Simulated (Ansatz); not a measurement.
SiO₂, DFT, PBEsol, PAW with Ansatz's default frozen-core files, scalar-relativistic (Ansatz 0.2.0), run on 2 threads of Arm Neoverse V1 on a shared host.

The cell is COD entry 9006285, as deposited and not checked against the literature; nothing was relaxed. The listed cell was then made from it by scaling, straining or moving an atom.

Command: `ansatz run input.yaml --threads 2 --pin off --max-ram 8192MiB --backend cpu --events-out ev --progress --plain --runs-dir out`

```yaml
crystal:
  lattice:
    - [-2.326569, 2.326569, 3.744]
    - [2.326569, -2.326569, 3.744]
    - [2.326569, 2.326569, -3.744]
  atoms:
    - { symbol: Si, position: [0.0, 0.0, 0.0] }
    - { symbol: Si, position: [0.75, 0.25, 0.5] }
    - { symbol: O, position: [0.99838, 0.625, 0.87338] }
    - { symbol: O, position: [0.375, 0.24838, 0.37338] }
    - { symbol: O, position: [0.75162, 0.125, 0.12662] }
    - { symbol: O, position: [0.875, 0.00162, 0.62662] }
kpoints:
  mp_grid: { grid: [7, 7, 7] }
scf:
  occupations: { method: fermi_dirac, width: 0.03 }
hamiltonian:
  xc: pbesol
  pseudopotentials: { kind: paw }
output:
  forces: true
  stress: true
  eigenvalues: true
  efg: { contact_densities: true }
```

Q: How large is the problem that the program sets up?

A: 40 irreducible k-points, 1613 plane waves at Γ, 22 bands.

Q: About how long does it take, and how much memory does it use?

A: 4.5 s of wall time for 6 SCF iterations, with a peak of 0.34 GiB. Times on shared machines scatter by tens of per cent.

Q: And the same cell and mesh by crystal-made all-electron datasets, asked for forces, stress, eigenvalues, efg, on the same hardware?

A: 24 s, peak memory 0.97 GiB.
